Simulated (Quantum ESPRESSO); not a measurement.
Crystal: MgS (Niningerite).

```
CELL_PARAMETERS angstrom
0.00000 2.60165 2.60165
2.60165 0.00000 2.60165
2.60165 2.60165 0.00000
ATOMIC_POSITIONS crystal
S 0.50000 0.50000 0.50000
Mg 0.00000 0.00000 0.00000
```

```yaml
Program: Quantum ESPRESSO 7.5
Task: phonons
Functional: PBE
Potentials_or_basis: SG15 PBE 1.2
Cutoff: 952 eV
Density_cutoff: 3810 eV
k_mesh: 4 × 4 × 4, shifted
Occupations: fermi-dirac, width 0.05 eV
Spin: no spin polarisation
Mixing_beta: 0.5
Most_SCF_iterations: 120
SCF_threshold: 4e-10 Ry
```

The first run showed a gap, so the response started from a second, tighter run with fixed occupations.

Problem. Where do the zone-centre optical modes lie?

Solution. T1u at 238 cm⁻¹ (IR). Polar modes are given without the macroscopic field (transverse values).

Optical modes at Γ, degenerate ones joined, polar ones without the macroscopic field:
```csv
cm⁻¹,components,symmetry,active in,"IR intensity, summed ((D/Å)²/amu)"
238,3,T1u,IR,27.40
```

Zone-centre frequencies without and with the macroscopic field along z (cm⁻¹):
|  | optical modes in rising order |
| --- | --- |
| without | 238 238 238 |
| with the field | 238 238 397 |
